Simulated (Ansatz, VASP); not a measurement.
# Cross-check of TiO2 (1T-TiO2, 2 layers, AA stacking) between VASP and Ansatz

Wanted: the spread between two codes on one cell, functional and k mesh. Of the first pair: The structure shown is the start of the Ansatz relaxation below; VASP solves that cell, so the two are compared at the walk's first step.

Program: Ansatz 0.2.0. Level of theory: plane waves, with VASP 6.6.1 beside it; single point at PBE with D3(BJ). Results are calculated unless marked as measured.

## 1. Set-up

The cell holds 6 atoms: 4 O and 2 Ti. Cell: a = 2.990 Å, b = 2.990 Å, c = 25.222 Å, α = 90.0°, β = 90.0°, γ = 120.0°. Vacuum lies along c.

## 2. Ansatz: relaxation, PBE with D3(BJ)

Ansatz runs on its default PAW (the set named soft_2) files.

The two programs are compared at the cell with which this relaxation starts, whose forces are those of its first step.

File input.yaml:

```yaml
crystal:
  lattice:
    - [2.99, 0.0, 0.0]
    - [-1.495, 2.5894159573, 0.0]
    - [0.0, 0.0, 25.2223842461]
  atoms:
    - { symbol: O, position: [0.6666666667, 0.3333333333, 0.3370022404] }
    - { symbol: Ti, position: [0.0, 0.0, 0.3857920792] }
    - { symbol: O, position: [0.3333333333, 0.6666666667, 0.434581918] }
    - { symbol: O, position: [0.6666666667, 0.3333333333, 0.565418082] }
    - { symbol: Ti, position: [0.0, 0.0, 0.6142079208] }
    - { symbol: O, position: [0.3333333333, 0.6666666667, 0.6629977596] }
kpoints:
  mp_grid: { grid: [12, 12, 1] }
hamiltonian:
  xc: pbe
  dispersion: d3bj
scf:
  occupations: { method: fermi_dirac, width: 0.05 }
  convergence: { dr2_threshold: 1.0e-08 }
efield:
  axis: 3
  dipole_correction: true
  ramp_position: 0.97
  ramp_width: 0.04
relax:
  f_tol: 0.01
  cell: { fix: [c, alpha, beta] }
output:
  write_potential: true
  write_density: true
  volumetric_format: npy
```

Launch:

```bash
> ansatz run input.yaml --threads 4 --pin off --max-ram 8192MiB --backend cpu --events-out ev --progress --plain --runs-dir out
```

Numbers of over 12 decimals in the logs are rounded to 6 here.

The log of the run:

```text
Warning: relax.cell: scf.convergence.dr2_threshold = 1e-8 eV is looser than the 6e-10 eV advised for a relaxation that steers and ends on the stress (1e-10 eV for each atom of the cell: 6). What an SCF threshold leaves in a stress goes as its square root, and in the free energy as the threshold itself, and one threshold admits the most on a small cell: [figures from the program's tests cut] Set scf.convergence.dr2_threshold to 6e-10 eV or tighter. The threshold is an SCF's pass mark: one that does not reach it within its budget of iterations ends unconverged, or closes short of it on a stop that the run arms, and scf.convergence.dr2_threshold's page says what that costs each kind of run
Engine: ansatz 0.2.0, x86_64-unknown-linux-gnu
Pseudopotentials: kind: paw
Pseudopotential: O, paw, valence charge 6, recommended cutoff 420 eV (normal), O.paw.azcp
Pseudopotential: Ti, paw, valence charge 12, recommended cutoff 420 eV (normal), Ti.paw.azcp
Functional definition: PBE
  parameter kappa = 0.804
  parameter beta = 0.066725
  exchange = pbe_x(kappa = kappa, mu = beta*pi^2/3)
  correlation = pbe_c(beta = beta)
Crystal: 6 atoms, lattice volume = 195.281 Å³
Basis set: ecut = 420 eV, 3733 PW (Γ), exchange–correlation on 40×40×360 points (8 copies of the dense FFT grid, shifted against one another)
Bands: 30, of which v1, the nominal top of the filled ones, is band 24 counted from 1 (23 counted from 0)
Symmetry: 6 space group operations
k-points: 19 of 144 (time reversal used)
Non-local potential: O, projectors of the file, l = 0: 2, l = 1: 2, l = 2: 1
Non-local potential: Ti, projectors of the file, l = 0: 3, l = 1: 2, l = 2: 3, l = 3: 1
PAW form: soft (Blöchl's): semilocal exchange-correlation on the pseudo side does not see the compensation charge
PAW one-centre angular grid: O, 110 points (default); XC on 64 Gauss nodes
PAW one-centre angular grid: Ti, 590 points (default); XC on 64 Gauss nodes
Initial density: superposition of atomic densities (neutral atoms: chi_scale 0, normalization atom), corrected by the library's trained network
Initial wavefunctions: pseudopotential atomic-orbital guess
Functional: x = pbe(κ = 0.804, μ = 0.219515), c = pbe(β = 0.066725)
SCF iter   1: F=—  HF=-7275.119656 eV  |F-HF|=—  |Δ(HF+E_count)|=         —  Δρ=3.28e-3  dr2=3.46e-2  ethr=1.77e-3  p=0.000 e·Å  D=9.80e-6 V/Å  ΔV_dip=-0.00 eV  dr2_dipole=6.72e-8  V_vac-E_F(+/−)=8.19/8.19 eV  ⟨swp⟩=6.6  Hψ=2662  notcnv=0
efield: sawtooth ramp at fractional position 0.9700 (set: `efield.ramp_position`, or a place that a band, a saddle search or an elastic batch's reference lends), width 0.0400; the density the first Hamiltonian is built on has a dipole p = 0.000 e·Å; the dipole correction subtracts the counter field D = 9.80e-6 V/Å, which shifts the + side's vacuum level by -0.00 eV against the − side's; the planar-averaged density in the ramp window peaks in size at 4.3e-6 e/Å³
preconditioner: auto → none  [insulator: Δε(μ)=1.651 eV  Ē_g=8.202 eV  σ=0.050 eV  W_gap=1.00  n_scr=16 (ndim 8)  ℏωp=15.0 eV  f_vac=0.607  D(μ)=0.00/eV (n_scr^D=0)  ε∞_Penn≈4.4]
SCF iter   2: F=—  HF=-7275.162319 eV  |F-HF|=—  |Δ(HF+E_count)|=   4.27e-2  Δρ=1.00e-2  dr2=4.57e-1  ethr=7.21e-5  p=0.000 e·Å  D=1.86e-4 V/Å  ΔV_dip=-0.00 eV  dr2_dipole=9.80e-7  V_vac-E_F(+/−)=7.79/7.80 eV  ⟨swp⟩=2.8  Hψ=1264  notcnv=0  defer=13
SCF iter   3: F=—  HF=-7275.117847 eV  |F-HF|=—  |Δ(HF+E_count)|=   4.45e-2  Δρ=2.17e-3  dr2=1.76e-2  ethr=7.21e-5  p=0.000 e·Å  D=3.71e-5 V/Å  ΔV_dip=-0.00 eV  dr2_dipole=4.00e-9  V_vac-E_F(+/−)=8.08/8.09 eV  ⟨swp⟩=2.3  Hψ=1045  notcnv=0  defer=13
SCF iter   4: F=—  HF=-7275.116910 eV  |F-HF|=—  |Δ(HF+E_count)|=   9.37e-4  Δρ=1.59e-3  dr2=7.23e-3  ethr=3.67e-5  p=0.000 e·Å  D=3.90e-5 V/Å  ΔV_dip=-0.00 eV  dr2_dipole=7.67e-9  V_vac-E_F(+/−)=8.05/8.05 eV  ⟨swp⟩=2.2  Hψ=881  notcnv=0  defer=13
SCF iter   5: F=—  HF=-7275.116658 eV  |F-HF|=—  |Δ(HF+E_count)|=   2.52e-4  Δρ=6.90e-4  dr2=1.06e-3  ethr=1.51e-5  p=0.000 e·Å  D=8.90e-6 V/Å  ΔV_dip=-0.00 eV  dr2_dipole=3.11e-9  V_vac-E_F(+/−)=8.05/8.05 eV  ⟨swp⟩=1.4  Hψ=611  notcnv=0  defer=13
SCF iter   6: F=—  HF=-7275.116754 eV  |F-HF|=—  |Δ(HF+E_count)|=   9.62e-5  Δρ=1.76e-4  dr2=7.77e-5  ethr=2.21e-6  p=-0.000 e·Å  D=-4.20e-5 V/Å  ΔV_dip=0.00 eV  dr2_dipole=1.82e-7  V_vac-E_F(+/−)=8.04/8.04 eV  ⟨swp⟩=2.1  Hψ=750  notcnv=0  defer=13
SCF iter   7: F=—  HF=-7275.116816 eV  |F-HF|=—  |Δ(HF+E_count)|=   6.19e-5  Δρ=9.93e-5  dr2=4.18e-5  ethr=1.62e-7  p=0.000 e·Å  D=3.70e-4 V/Å  ΔV_dip=-0.01 eV  dr2_dipole=9.31e-6  V_vac-E_F(+/−)=8.03/8.04 eV  ⟨swp⟩=2.2  Hψ=841  notcnv=0  defer=13
[...]
efield: sawtooth ramp at fractional position 0.9700 (set: `efield.ramp_position`, or a place that a band, a saddle search or an elastic batch's reference lends), width 0.0400; the density the first Hamiltonian is built on has a dipole p = -0.000 e·Å; the dipole correction subtracts the counter field D = -2.67e-7 V/Å, which shifts the + side's vacuum level by +0.00 eV against the − side's; the planar-averaged density in the ramp window peaks in size at 2.6e-6 e/Å³
preconditioner: auto → none  [insulator: Δε(μ)=2.652 eV  Ē_g=9.350 eV  σ=0.050 eV  W_gap=1.00  n_scr=16 (ndim 8)  ℏωp=15.1 eV  f_vac=0.639  D(μ)=0.00/eV (n_scr^D=0)  ε∞_Penn≈3.6]
SCF iter   2: F=—  HF=-7277.629924 eV  |F-HF|=—  |Δ(HF+E_count)|=   6.01e-5  Δρ=2.90e-5  dr2=9.85e-7  ethr=1.65e-9  p=-0.000 e·Å  D=-7.91e-7 V/Å  ΔV_dip=0.00 eV  dr2_dipole=6.01e-12  V_vac-E_F(+/−)=6.88/6.88 eV  ⟨swp⟩=3.3  Hψ=1301  notcnv=0
SCF iter   3: F=—  HF=-7277.629924 eV  |F-HF|=—  |Δ(HF+E_count)|=   1.64e-7  Δρ=2.31e-5  dr2=7.06e-7  ethr=1.65e-9  p=0.000 e·Å  D=3.96e-7 V/Å  ΔV_dip=-0.00 eV  dr2_dipole=1.15e-11  V_vac-E_F(+/−)=6.88/6.88 eV  ⟨swp⟩=2.0  Hψ=872  notcnv=0
SCF iter   4: F=—  HF=-7277.629924 eV  |F-HF|=—  |Δ(HF+E_count)|=   1.48e-8  Δρ=5.46e-6  dr2=5.04e-8  ethr=1.47e-9  p=-0.000 e·Å  D=-6.77e-7 V/Å  ΔV_dip=0.00 eV  dr2_dipole=9.24e-12  V_vac-E_F(+/−)=6.88/6.88 eV  ⟨swp⟩=2.0  Hψ=771  notcnv=0
SCF iter   5: F=—  HF=-7277.629924 eV  |F-HF|=—  |Δ(HF+E_count)|=   1.78e-8  Δρ=4.52e-6  dr2=7.15e-8  ethr=1.05e-10  p=0.000 e·Å  D=5.77e-7 V/Å  ΔV_dip=-0.00 eV  dr2_dipole=1.52e-11  V_vac-E_F(+/−)=6.88/6.88 eV  ⟨swp⟩=3.1  Hψ=982  notcnv=0
SCF iter   6: F=-7277.629924 eV  HF=-7277.629924 eV  |F-HF|=3.93e-10  |Δ(HF+E_count)|=   6.34e-9  Δρ=7.57e-7  dr2=3.40e-10  ethr=2.08e-11  p=-0.000 e·Å  D=-1.24e-7 V/Å  ΔV_dip=0.00 eV  dr2_dipole=3.18e-15  V_vac-E_F(+/−)=6.88/6.88 eV  ⟨swp⟩=9.5  Hψ=4201  notcnv=0
SCF 9 converged in 6 iterations: F = -7277.629924 eV  dr2 = 3.40e-10
relax step   9: F+E_penalty+E_count = -7277.62992391 eV  Δ(F+E_penalty+E_count) = +2.571e-3 eV  max|allowed force component| = 1.655e-3 eV/Å  Δτ_max = 0.0000 Å  P = -0.032 GPa  Ω = 193.462 Å³  fix = [c, alpha, beta]  reactions: c -0.009 GPa  stress off target by 4.40e-2 GPa on what of the cell is left free  SCF on the basis re-selected at this cell (its energy is not comparable with the rows above)  (6 SCF iters)
basis re-selected at this cell: Δ(F+E_penalty+E_count) = +2.571e-3 eV, ΔP = -0.031 GPa vs the last step (what re-selecting the basis moved, of the pressure what is left beyond the Pulay correction that the steps carried, after the strain that the cell walked since its last selection, with what the two solves' SCF thresholds leave and, on support functions, any second-order correction that the steps lacked; it is no m [...]
WARN: The output density's exchange-correlation potential varies sharply where the density is thin. Do not read a vacuum level from v_tot or v_xc, or from such a field of the output density. On a cell that repeats whose density bears no net charge and no dipole along the vacuum's axis use v_es (v_loc + v_h of the components); under efield.dipole_correction with no amplitude use v_es + v_field, which holds any externa [...]
SCF converged after 6 iterations
Free energy (F): -7277.629924 eV
Harris-Foulkes:  -7277.629924 eV  (|F-HF|=3.93e-10)
Internal energy: -7277.629924 eV  (E = F + TS)
E sigma→0 (E₀):  -7277.629924 eV
Fermi energy:    -1.471651 eV
Dipole field:    D = -0.000000 V/Å  (p = -0.000000 e·Å, saw-weighted, corrected)
Work function:   Φ+ = 6.8831 eV   Φ− = 6.8831 eV
Levels:          The Fermi level and band energies are counted from a zero that moves with the ramp; work functions are not
--- Per-component energies (eV) ---
  E_band       = -937.998685
  E_kinetic    = 1245.811633
  E_local      = -54789.845574  (includes V_loc(G=0)·N_el)
  E_nonlocal   = 196.779586
  E_hartree    = 26754.288659
  E_xc         = -492.606815
  E_vxc        = -623.795453  (∫ρ·V_xc dr)
  E_paw        = -2721.642183  (= ΣΔE_a)
  E_vpaw       = -475.536260  (= ΣTr[D̂ρ^β])
  E_aug_tail   = 0.010257  (compensation charges beyond the density's cutoff)
  E_efield     = 0.000000  (sawtooth field / dipole correction)
  E_vefield    = 0.000002  (∫n·V_field dr)
  E_ewald      = 22530.610386
  E_disp       = -1.035874  (pairwise vdW)
  E_smearing   = -0.000000  (= −TS)
  E_closure    = -0.000000  (closes the sum)
  Σ components = -7277.629924   (vs F -7277.629924, Δ=0.00e0)
--- Forces (eV/Å), atoms counted from 1 ---
  atom   1  O      0.00000000     0.00000000     0.00165225
  atom   2  Ti    -0.00000000    -0.00000000    -0.00038585
  atom   3  O      0.00000000    -0.00000000    -0.00109184
  atom   4  O      0.00000000     0.00000000     0.00109080
  atom   5  Ti     0.00000000     0.00000000     0.00039018
  atom   6  O     -0.00000000     0.00000000    -0.00165546
  max |Σ_I F_I| component: 7.18e-8 eV/Å
--- Stress (GPa, compression-positive) ---
       -0.043964      -0.000000      -0.000000
       -0.000000      -0.043964      -0.000000
       -0.000000      -0.000000      -0.009412
  P = ⅓ Tr σ = -0.0324 GPa (-0.324 kbar)
--- Band table (eV; the first three rows and the last of 19) ---
  k-point 0: bands = [... 20 lower, -3.1088, -3.1088, -3.0763, -3.0763, -0.1770, -0.1770, -0.1668, -0.1668, ... 2 higher]
  k-point 1: bands = [... 20 lower, -3.4270, -3.2684, -3.2286, -3.0685, -0.0831, -0.0616, -0.0081, 0.0022, ... 2 higher]
  k-point 2: bands = [... 20 lower, -3.6134, -3.5635, -3.2672, -2.8956, 0.0726, 0.1170, 0.3579, 0.3648, ... 2 higher]
  k-point 18: bands = [... 20 lower, -4.3091, -4.3091, -4.0865, -3.9083, 0.0093, 0.0926, 1.1097, 1.1097, ... 2 higher]
--- Relaxed structure (8 steps of the walk, 8 accepted, 1 SCFs on fresh bases) ---
  F+E_penalty+E_count = -7277.62992391 eV   max|allowed force component| = 1.655e-3 eV/Å   (the final SCF, on the basis selected at the relaxed cell)
  cell:  # Å, volume = 193.4616 Å³
    - [2.976041, 0, 0]
    - [-1.488021, 2.577328, 0]
    - [0, 0, 25.2223842461]
  atoms:
    - { symbol: O, position: [0.666667, 0.333333, 0.371039] }
    - { symbol: Ti, position: [7.39541874512882e-18, 0, 0.409482] }
    - { symbol: O, position: [0.333333, 0.666667, 0.447781] }
    - { symbol: O, position: [0.666667, 0.333333, 0.552219] }
    - { symbol: Ti, position: [-7.395420108228913e-18, 0, 0.590518] }
    - { symbol: O, position: [0.333333, 0.666667, 0.628961] }
```

In the SCF lines HF is the Harris–Foulkes energy and dr2 the Hartree energy of the density residual, in eV; the loop may stop once dr2 is under the threshold and the program's other checks hold. Hψ counts applications of the Hamiltonian.

[end of part 1 of 3]

[Lines on the potential files, build, host, timing and source positions are cut from VASP's logs without a mark.]

[Logs are printed without paths, hosts, clocks, repeated set-up lines and the standing remarks that a program may print on its own settings, such as how far it seeks lower states.]

[Hosts, paths, dates, database ids (printed as entryN), source tags and the programs' standing remarks are cut or masked in the printed files.]
